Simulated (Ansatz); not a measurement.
**Energy landscape near a Pb structure**

Computed with DFT PBE, scalar-relativistic, plane waves, PAW in Ansatz 0.2.0.

Plane waves to 420 eV, a k mesh through Γ of 12×12×8 on the computed 2-atom cell and Gaussian smearing (0.10 eV); no spin polarisation.

Reference cell:

```
Pb
1.0
     3.48000    0.00000    0.00000
    -1.74000    3.01377    0.00000
     0.00000    0.00000    5.59000
Pb
2
Direct
  0.33333 0.66667 0.25000
  0.66667 0.33333 0.75000
```

Each variant moves atoms of this cell by the vectors given, if any (Å), and then applies a symmetric strain (tensor components, Cartesian axes). The reference cell isn't relaxed at this level. Energies are per atom at zero smearing, counted from the lowest variant. Pressure is positive in compression.

1. strain (xx yy zz yz xz xy, %) 2.59 0.89 -1.26 0.15 -0.25 -1.47; moves: Pb1 (-0.016, 0.009, -0.023); Pb2 (0.016, -0.009, 0.023)
2. strain (xx yy zz yz xz xy, %) 0.10 0.10 -5.90 0.00 0.00 0.00; moves: Pb1 (0.000, 0.000, 0.060); Pb2 (0.000, 0.000, -0.060)
3. no strain; moves: Pb2 (0.000, 0.000, 0.375)
4. strain (xx yy zz yz xz xy, %) -2.75 3.09 -3.07 0.00 2.74 0.00; moves: Pb1 (0.000, 0.030, 0.000); Pb2 (0.000, -0.030, 0.000)

```json
{"variant": "1", "ΔE (meV/atom)": "0.0", "P (GPa)": "3.12", "largest force (eV/Å)": "0.14", "space group": "C2/m"}
{"variant": "2", "ΔE (meV/atom)": "106.0", "P (GPa)": "8.64", "largest force (eV/Å)": "0.52", "space group": "P-3m1"}
{"variant": "3", "ΔE (meV/atom)": "109.2", "P (GPa)": "6.83", "largest force (eV/Å)": "1.22", "space group": "P-3m1"}
{"variant": "4", "ΔE (meV/atom)": "42.5", "P (GPa)": "6.15", "largest force (eV/Å)": "0.04", "space group": "C2/c"}
```

Spin–orbit coupling is left out, which can shift energies with elements as heavy as these.

This form isn't the element's structure at ambient conditions.